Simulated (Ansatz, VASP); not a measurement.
**Two plane-wave programs on HfN**

```xyz
2
Lattice="0.0000 2.4548 2.4548 2.4548 0.0000 2.4548 2.4548 2.4548 0.0000" Properties=species:S:1:pos:R:3 pbc="T T T"
Hf    0.0000    0.0000    0.0000
N     1.2274    1.2274    1.2274
```

The cell comes from a database or a generator and needn't be the stable form of this composition.

Alike in both runs: task relaxation of cell and atoms; functional LDA; k mesh 9 × 9 × 9; occupations fermi-dirac, width 0.05 eV; no spin polarisation; Hubbard terms Hf d U = 6.0 eV.

```csv
,VASP,Ansatz
version,VASP 6.6.1,Ansatz 0.2.0
potentials or method,"VASP PAW LDA potentials, release 64 (Hf_pv, N)",Ansatz PAW
plane-wave cutoff (eV),600,420
valence electrons in the cell,15,31
```

|  | VASP | Ansatz | Ansatz less VASP |
| --- | --- | --- | --- |
| gap on the k mesh at the Fermi level, each at its own relaxed structure (eV) | none | none | - |
| relaxed volume (Å³/atom) | 15.36 | 14.72 | -0.639 |
| relaxed cell length with the largest relative difference (Å) | 3.515 | 3.466 | -0.0494 |
| energy change over the relaxation (meV/atom) | -13 | 0 | +13.1 |

The programs project onto different local orbitals, so the same U acts differently. A gap of «none» marks a metal or a gap that the smearing closes. The two sets of potentials don't hold the same shells in valence.

Caveats: U without spin polarisation on a metal has little footing; the plane-wave basis is chosen anew once the cell has moved, so the energies of steps on either side of that aren't comparable (Ansatz); the pressure holds a Pulay correction of +0.5 GPa for the finite cutoff (Ansatz); the PAW data sets come from PBE, with cores solved anew for the run's functional, which leaves a small shift of forces and pressure (Ansatz). The runs have no spin-orbit coupling, so splittings on Hf are missing.
